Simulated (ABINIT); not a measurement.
# CuCl2 (P4/mmm) in ABINIT: optical spectrum with PBEsol

Aim: the optical spectrum of CuCl2 with PBEsol.

All numbers are computed with ABINIT 10.8.3 (patched build); they aren't measurements. Logs are shortened: lines on timing, memory, paths and dates and some standing lists are left out, and cuts for length are marked. The log counts tension as positive stress, the text compression.

**1. The structure**

The structure is tetragonal, space group P4/mmm (No. 123). Conventional cell: a = 4.521 Å, b = 4.521 Å, c = 4.318 Å, α = 90.00°, β = 90.00°, γ = 90.00°. Cu (site symmetry 4/mmm) is surrounded by 4 Cl at 2.26 Å. Cl (site symmetry mmm) has 2 Cu at 2.26 Å as nearest neighbours.

Measurements of this composition are mostly on another form, of space group No. 12.

**2. Optical spectrum, PBEsol**

The input, run.abi:

```
# Datasets
ndtset 3

# Pseudopotentials
pp_dirpath "./"
pseudos "Cu.upf, Cl.upf"

# Structure
acell 3*1.0 Angstrom
rprim
     4.5206480000     0.0000000000     0.0000000000
     0.0000000000     4.5206480000     0.0000000000
     0.0000000000     0.0000000000     4.3177120000
ntypat 2
znucl 29 17
natom 3
typat 1 2 2
xred
            0.0            0.0            0.0
            0.0            1/2            0.0
            1/2            0.0            0.0

# Plane-wave basis
ecut 42.0

# k points
ngkpt 8 8 8
nshiftk 1
shiftk 0.5 0.5 0.5
istwfk *1

# Exchange and correlation
ixc -116133

# Bands and occupations
occopt 3
tsmear 0.05 eV

# SCF cycle
nstep 80

# Output
iomode 3
prteig 0
prtebands 0

# Dataset 1: ground state
nband1 21
tolvrs1 1.0e-12
prtden1 1
prtwf1 0
kptopt1 1

# Dataset 2: empty bands at fixed density
iscf2 -3
getden2 1
nband2 28
nbdbuf2 4
tolwfr2 1.0e-12
nstep2 120
prtden2 0
kptopt2 1

# Dataset 3: wave functions and velocity matrix elements in the full zone
optdriver3 8
wfk_task3 "wfk_optics_fullbz"
getwfk3 2
nband3 24
kptopt3 1
prtevk3 1
inclvkb3 2
```

The input, optic.abi:

```
&FILES
 ddkfile_1 = 'runo_DS3_1_EVK.nc',
 ddkfile_2 = 'runo_DS3_2_EVK.nc',
 ddkfile_3 = 'runo_DS3_3_EVK.nc',
 wfkfile = 'runo_DS3_WFK.nc'
/
&PARAMETERS
 broadening = 0.007350,
 domega = 0.002,
 maxomega = 0.8,
 scissor = 0.000000,
 tolerance = 0.002
/
&COMPUTATIONS
 num_lin_comp = 2,
 lin_comp = 11,33,
 num_nonlin_comp = 0
/
```

Potentials or basis: PseudoDojo NC SR PBEsol v0.4.1 standard.

On the command line:

```sh
abinit run.abi > log 2>&1
optic optic.abi > optic.log 2>&1
```

run.abo:

```text
.Version 10.8.3 of ABINIT
 DATASET    1 : space group P4/m m m (#123); Bravais tP (primitive tetrag.)
================================================================================
 Values of the parameters that define the memory need for DATASET  1.
     intxc =       0    ionmov =       0      iscf =       7    lmnmax =       6
     lnmax =       6     mgfft =      50  mpssoang =       3    mqgrid =    3001
     natom =       3  nloc_mem =       1    nspden =       1   nspinor =       1
    nsppol =       1      nsym =      16    n1xccc =    2501    ntypat =       2
    occopt =       3   xclevel =       2
       mpw =        7768          nfft =      120000          nkpt =          40
================================================================================
================================================================================
[... 13 lines left out ...]
 DATASET    3 : space group P4/m m m (#123); Bravais tP (primitive tetrag.)
================================================================================
 Values of the parameters that define the memory need for DATASET  3.
     intxc =       0    ionmov =       0      iscf =       7    lmnmax =       6
     lnmax =       6     mgfft =      50  mpssoang =       3    mqgrid =    3001
     natom =       3  nloc_mem =       1    nspden =       1   nspinor =       1
    nsppol =       1      nsym =      16    n1xccc =    2501    ntypat =       2
    occopt =       3   xclevel =       2
       mpw =        7768          nfft =      120000          nkpt =          40
================================================================================
================================================================================

--------------------------------------------------------------------------------
------------- Echo of variables that govern the present computation ------------
--------------------------------------------------------------------------------
 -outvars: echo values of preprocessed input variables --------
            acell      1.8897261259E+00  1.8897261259E+00  1.8897261259E+00 Bohr
              amu      6.35460000E+01  3.54527000E+01
             ecut      4.20000000E+01 Hartree
           getden1          0
           getden2          1
           getden3          0
           getwfk1          0
           getwfk2          0
           getwfk3          2
             iscf1          7
             iscf2         -3
             iscf3          7
              ixc     -116133
           jdtset        1    2    3
         kptrlatt        8    0    0      0    8    0      0    0    8
          kptrlen      6.52743454E+01
            natom           3
            nband1         21
            nband2         28
            nband3         24
           nbdbuf1          0
           nbdbuf2          4
           nbdbuf3          0
           ndtset           3
            ngfft          50      50      48
[... 336 lines left out ...]
   0.40141    0.44457    0.45739    0.52882
      occupation numbers for kpt#   1
   2.00000    2.00000    2.00000    2.00000    2.00000    2.00000    2.00000    2.00000
   2.00000    2.00000    2.00000    2.00000    2.00000    2.00000    2.00000    2.00000
   2.00000    0.00000    0.00000    0.00000    0.00000    0.00000    0.00000    0.00000
   0.00000    0.00000    0.00000    0.00000
 prteigrs : prtvol=0 or 1, do not print more k-points.

--- !EnergyTerms
iteration_state     : {dtset: 2, }
comment             : Components of total free energy in Hartree
kinetic             :  9.82537997212270E+01
hartree             :  1.10850411144923E+02
xc                  : -3.19189744844146E+01
Ewald energy        : -8.54433204133634E+01
psp_core            :  2.19157907427558E+00
local_psp           : -2.87014709997612E+02
non_local_psp       : -2.91208406857462E+01
internal            : -2.22202055640710E+02
'-kT*entropy'       : -6.58298532368129E-04
total_energy        : -2.22202713939242E+02
...

--- !EnergyTermsDC
iteration_state     : {dtset: 2, }
comment             : '"Double-counting" decomposition of free energy'
band_energy         : -2.79273234897113E+01
Ewald energy        : -8.54433204133634E+01
psp_core            :  2.19157907427558E+00
xc_dc               : -1.11022989576423E+02
internal            : -2.22202054405222E+02
'-kT*entropy'       : -6.58298532368129E-04
total_energy_dc     : -2.22202712703754E+02
...

================================================================================
== DATASET  3 ==================================================================

--- !DatasetInfo
iteration_state: {dtset: 3, }
dimensions: {natom: 3, nkpt: 40, mband: 24, nsppol: 1, nspinor: 1, nspden: 1, mpw: 7768, }
cutoff_energies: {ecut:  42.0, pawecutdg:  -1.0, }
electrons: {nelect:   3.30000000E+01, charge:   0.00000000E+00, occopt:   3.00000000E+00, tsmear:   1.83746611E-03, }
meta: {optdriver: 8, wfk_task: 7, }
...

 mkfilename : getwfk/=0, take file _WFK from output of DATASET   2.

--------------------------------------------------------------------------------

 Computation of velocity matrix elements (DDK)

 Parameters extracted from the Abinit header:
    ecut:     42.0
    nkpt:    512
    mband:   28
    nsppol:  1
    nspinor: 1
    useylm:  0
    inclvkb: 2
    bmin: 1, bmax: 28
    Computing diagonal and off-diagonal matrix elements
    Between band index bmin: 1, bmax: 28

== END DATASET(S) ==============================================================
================================================================================

 -outvars: echo values of variables after computation  --------
            acell      1.8897261259E+00  1.8897261259E+00  1.8897261259E+00 Bohr
           etotal1    -2.2220271270E+02
           etotal2    -2.2220271270E+02
           etotal3     0.0000000000E+00
            fcart1    -0.0000000000E+00 -0.0000000000E+00 -0.0000000000E+00
                      -0.0000000000E+00 -0.0000000000E+00 -0.0000000000E+00
                      -0.0000000000E+00 -0.0000000000E+00 -0.0000000000E+00
            fcart3     0.0000000000E+00  0.0000000000E+00  0.0000000000E+00
                       0.0000000000E+00  0.0000000000E+00  0.0000000000E+00
                       0.0000000000E+00  0.0000000000E+00  0.0000000000E+00
            rprim      4.5206480000E+00  0.0000000000E+00  0.0000000000E+00
                       0.0000000000E+00  4.5206480000E+00  0.0000000000E+00
                       0.0000000000E+00  0.0000000000E+00  4.3177120000E+00
           strten1     1.0039370076E-04  1.0039370076E-04  6.8060724802E-06
                       0.0000000000E+00  0.0000000000E+00  0.0000000000E+00
           strten3     0.0000000000E+00  0.0000000000E+00  0.0000000000E+00
                       0.0000000000E+00  0.0000000000E+00  0.0000000000E+00
           xangst      0.0000000000E+00  0.0000000000E+00  0.0000000000E+00
                       0.0000000000E+00  2.2603240000E+00  0.0000000000E+00
                       2.2603240000E+00  0.0000000000E+00  0.0000000000E+00
             xred      0.0000000000E+00  0.0000000000E+00  0.0000000000E+00
                       0.0000000000E+00  5.0000000000E-01  0.0000000000E+00
                       5.0000000000E-01  0.0000000000E+00  0.0000000000E+00
 Calculation completed.
```

Wall time 11 min (1 thread of Arm Neoverse V2, shared host); peak memory 1.8 GiB.

Results:

* Free energy: -6046.4438 eV
* Pressure: -2.0 GPa

Dielectric function (mean over the directions given):
```tsv
energy (eV)	real part	imaginary part
0.33	8.11	3.95
0.98	3.22	4.20
1.63	0.65	1.48
2.29	1.93	0.45
2.94	2.61	0.31
3.70	3.11	0.68
4.35	2.75	1.20
5.01	2.75	1.29
5.66	2.72	1.59
6.31	2.20	1.37
7.08	2.49	1.53
7.73	2.24	1.71
8.38	2.16	1.94
9.03	2.05	1.74
9.69	2.25	1.82
10.45	2.33	2.94
11.10	0.82	3.33
11.76	0.31	2.51
12.41	0.19	2.12
13.06	0.07	1.84
13.82	0.07	1.78
14.48	-0.38	1.63
15.13	-0.51	1.29
15.78	-0.39	0.78
16.44	-0.19	0.63
17.20	-0.23	0.53
17.85	-0.07	0.24
18.50	0.07	0.19
19.16	0.15	0.14
19.92	0.26	0.05
```

Caveat: the intraband (Drude) term is left out; spectra need much finer meshes, so this one isn't converged; independent-particle spectra lack excitons; this functional lacks dispersion, which binds the layers, so the pressure and a relaxed spacing across them are unreliable; the run has no spin polarisation, though such a crystal can be magnetic.
